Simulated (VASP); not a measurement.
A run of VASP 6.6.1 is set up as follows.

Contents of INCAR:

```
  PREC = Accurate
  ENCUT = 520
  EDIFF = 1E-7
  ISMEAR = 0
  SIGMA = 0.1
  LREAL = F
  LASPH = T
  NELM = 100
  ALGO = Fast
  ISIF = 2
  LWAVE = F
  LCHARG = F
  GGA = PS
  NBANDS = 25
```

Contents of KPOINTS:

```
regular mesh
0
Gamma
  10 10 6
```

File POSCAR:

```
CuO
1.0
    2.3726673498     -1.7338196878      0.0000000000
    2.3726673498      1.7338196878      0.0000000000
   -0.8612158880      0.0000000000      5.1244285538
Cu O
2 2
Direct
    0.0000000000      0.5000000000      0.0000000000
    0.5000000000      0.0000000000      0.5000000000
    0.5816000000      0.4184000000      0.2500000000
    0.4184000000      0.5816000000      0.7500000000
```

Potentials or basis: VASP PAW PBE potentials, release 64 (Cu, O).

Launch:

```bash
$ cat potpaw_PBE.64/Cu/POTCAR potpaw_PBE.64/O/POTCAR > POTCAR
$ mpirun -np 1 vasp_std > vasp.out
```

Task: Estimate the pressure.

Result: -8.3 GPa.

Task: What does it give for the band gap on the k mesh?

Result: None (metal or under the smearing width).

Forces on the atoms (eV/Å):
```
Cu   0.000  0.000  0.000
Cu   0.000  0.000  0.000
O    0.000  0.437  0.000
O    0.000 -0.437  0.000
```

Caveat: the PAW data sets were made with another functional, which shifts forces and pressure a little; the run has no spin polarisation, though such a crystal can be magnetic; semilocal functionals often make such compounds metallic where correlation or magnetic order opens a gap, which also shifts bond lengths. With open d or f shells a metallic result of PBEsol can be an artefact of self-interaction; +U or a hybrid may open a gap.
